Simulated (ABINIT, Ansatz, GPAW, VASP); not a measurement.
ZrC: programs and potentials compared

```xyz
2
Lattice="0.0000 2.5455 2.5455 2.5455 0.0000 2.5455 2.5455 2.5455 0.0000" Properties=species:S:1:pos:R:3 pbc="T T T"
Zr    2.5455    2.5455    2.5455
C     3.8183    3.8183    3.8183
```

The cell comes from a database or a generator and needn't be the stable form of this composition.

Alike in all runs: task single point; functional PBE; k mesh 9 × 9 × 9; occupations fermi-dirac, width 0.05 eV; no spin polarisation; no spin-orbit coupling. Pressure is positive in compression and, in plane waves, holds the error of the finite cutoff, which Ansatz's Pulay term estimates and takes out.

```tsv
program and potentials	plane-wave cutoff (eV)	notes	pressure (GPa)
GPAW, GPAW PAW data sets (gpaw-data 1.2.1)	800	-	-0.73
ABINIT, JTH PAW PBE v2.0	517	-	?
Ansatz, Ansatz PAW (earlier soft set)	420	Pulay term of +0.09 GPa included	-0.02
VASP, PBE PAW files C, Zr_sv, 520 eV	520	-	0.10
```

Task: Estimate from the other rows what the run with ABINIT, JTH PAW PBE v2.0 gave.

Result: Pressure -0.20 GPa. The other rows, which needn't bracket it: pressure -0.73 to 0.10.
